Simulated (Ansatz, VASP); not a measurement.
This is a calculation of MgI2 for Ansatz 0.2.0. Atoms were shifted at random by some hundredths of an Å from the given cell, which wasn't relaxed again for these runs. 

The input input.yaml:

```yaml
crystal:
  lattice:
    - [4.14, 0.0, 0.0]
    - [-2.07, 3.5853451717, 0.0]
    - [0.0, 0.0, 6.88]
  atoms:
    - { symbol: I, position: [0.674558, 0.338741, 0.755509] }
    - { symbol: I, position: [0.328413, 0.658993, 0.242838] }
    - { symbol: Mg, position: [0.000271, -0.006009, -0.004816] }
kpoints:
  mp_grid: { grid: [8, 8, 4] }
scf:
  occupations: { method: fermi_dirac, width: 0.05 }
hamiltonian:
  xc: pbesol
  pseudopotentials: { kind: all_electron, lapw: { basis_error: 0.001 } }
output:
  forces: true
  stress: true
  eigenvalues: true
  populations: true
```

Potentials or basis: all-electron LAPW, scalar-relativistic.

Run with:

```bash
$ ansatz run input.yaml --threads 2 --pin off --max-ram 8192MiB --backend cpu --events-out ev --progress --plain --runs-dir out
```

What does the same run look like in VASP 6.6.1? Potentials or basis there: PBE PAW files I, Mg, 520 eV.

As run (cutoffs and basis follow the program's own potentials, and thresholds, step limits or extra output files can differ):

INCAR

```
PREC = Accurate ; ENCUT = 520
EDIFF = 1E-7 ; ISMEAR = -1
SIGMA = 0.05 ; LREAL = False
LASPH = True ; NELM = 80
ALGO = Normal ; ISIF = 2
LWAVE = False ; LCHARG = False
GGA = PS ; NBANDS = 15
```

File KPOINTS:

```
regular mesh
0
Gamma
  8 8 4
```

Contents of POSCAR:

```
MgI2
1.0
    4.1400000000      0.0000000000      0.0000000000
   -2.0700000000      3.5853451717      0.0000000000
    0.0000000000      0.0000000000      6.8800000000
I Mg
2 1
Direct
    0.6745580000      0.3387410000      0.7555090000
    0.3284130000      0.6589930000      0.2428380000
    0.0002710000     -0.0060090000     -0.0048160000
```

Potentials or basis: VASP PAW PBE potentials, release 64 (I, Mg).

The run is started by

```sh
$ cat potpaw_PBE.64/I/POTCAR potpaw_PBE.64/Mg/POTCAR > POTCAR
$ mpirun -np 1 vasp_std > vasp.out
```

Both were run:

|  | Ansatz | VASP |
| --- | --- | --- |
| Pressure | -0.2 GPa | -0.2 GPa |
| Largest force | 0.166 eV/Å | 0.166 eV/Å |

VASP's potentials were made for PBE.

Where Ansatz's input types no cutoff or centring, it takes its own default and a Γ-centred mesh.

Pressure is positive in compression.
